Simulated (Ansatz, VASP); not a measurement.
Two plane-wave programs on BN

The input INCAR:

```
PREC = Accurate ; ENCUT = 520
EDIFF = 1E-7 ; ISMEAR = 0
SIGMA = 0.01 ; LREAL = F
LASPH = T ; NELM = 80
ALGO = Normal ; ISIF = 2
LWAVE = F ; LCHARG = F
GGA = PE ; NBANDS = 16
```

Contents of KPOINTS:

```
regular mesh
0
Gamma
  9 9 6
```

Contents of POSCAR:

```
BN
1.0
    2.5491579101      0.0000000000      0.0000000000
   -1.2745789550      2.2076355084      0.0000000000
    0.0000000000      0.0000000000      4.1011776434
B N
2 2
Direct
    0.0000000000      0.0000000000      0.0000000000
    0.0000000000      0.0000000000      0.5000000000
    0.3333333333      0.6666666667      0.2500000000
    0.6666666667      0.3333333333      0.7500000000
```

Input for Ansatz:

```yaml
crystal:
  lattice:
    - [2.5491579101, 0.0, 0.0]
    - [-1.274578955, 2.2076355084, 0.0]
    - [0.0, 0.0, 4.1011776434]
  atoms:
    - { symbol: B, position: [0.0, 0.0, 0.0] }
    - { symbol: B, position: [0.0, 0.0, 0.5] }
    - { symbol: "N", position: [0.3333333333, 0.6666666667, 0.25] }
    - { symbol: "N", position: [0.6666666667, 0.3333333333, 0.75] }
kpoints:
  mp_grid: { grid: [9, 9, 6] }
hamiltonian:
  xc: pbe
scf:
  occupations: { method: fixed }
  n_extra_bands: 5
output:
  forces: true
  stress: true
  eigenvalues: true
```

Alike in both runs: task single point; functional PBE; k mesh 9 × 9 × 6; no spin polarisation.

|  | VASP | Ansatz |
| --- | --- | --- |
| version | VASP 6.6.1 | Ansatz 0.2.0 |
| potentials or method | VASP PAW PBE potentials, release 64 (B, N) | plane waves, PAW |
| plane-wave cutoff (eV) | 520 | 420 |
| occupations | gaussian, width 0.01 eV | fixed |
| valence electrons in the cell | 16 | 16 |

VASP gave:

| Quantity | Value |
| --- | --- |
| gap on the k mesh at the Fermi level (eV) | 1.19 |
| pressure (GPa) | -19.6 |
| largest component of the traceless stress (GPa) | 1.45 |

Question: What did Ansatz give for the same quantities?

Answer: gap on the k mesh at the Fermi level (eV): 1.19; pressure (GPa): -19.3; largest component of the traceless stress (GPa): 1.33.

Caveats: so large a pressure means that the cell lies far from this level's equilibrium, or that cutoff or potentials fall short (VASP); an odd mesh through Γ misses points on the zone boundary, where band edges often lie.
